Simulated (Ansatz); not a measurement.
Input and command of a plane-wave DFT calculation in Ansatz:

```yaml
crystal:
  lattice:
    - [4.3708489814, -0.0190958782, 0.0553702386]
    - [0.0190958782, -4.2749792681, -0.0001788364]
    - [-0.0553702386, -0.0001788364, -4.3639887299]
  atoms:
    - { symbol: Si, position: [-0.008658736, 0.4973938222, 0.5023847005] }
    - { symbol: Si, position: [0.5019668198, 0.002814988, 0.4975271928] }
    - { symbol: Si, position: [0.5061441793, 0.4989361863, -0.0098749333] }
    - { symbol: Si, position: [0.0041210674, 0.0038689317, 0.0029486814] }
    - { symbol: C, position: [0.7465833442, 0.754693147, 0.7473216451] }
    - { symbol: C, position: [0.2550926729, 0.244805118, 0.7599716563] }
    - { symbol: C, position: [0.2583587779, 0.7481457713, 0.2564947004] }
    - { symbol: C, position: [0.7363918744, 0.2493420355, 0.2432263568] }
basis:
  ecutwfc: 420
kpoints:
  mp_grid: { grid: [8, 8, 8] }
hamiltonian:
  xc: lda
scf:
  occupations: { method: gaussian, width: 0.05 }
output:
  forces: true
  stress: true
  eigenvalues: true
```

```bash
ansatz run input.yaml --threads 1 --pin off --max-ram 2560MiB --backend cpu --events-out ev --progress --plain --runs-dir out
```

Processor: Intel(R) Xeon(R) 6975P-C (Granite Rapids), 1 thread, on a host shared with other jobs.

Question: Estimate time, memory and problem size.

Answer: About 21 s on 1 thread of Intel(R) Xeon(R) 6975P-C (Granite Rapids) (shared host), peak memory 0.66 GiB. It solves 24 bands at 260 k points (the mesh reduced by the symmetry that the task leaves, which can be less than the crystal's) with about 1589 plane waves, in 6 SCF iterations.
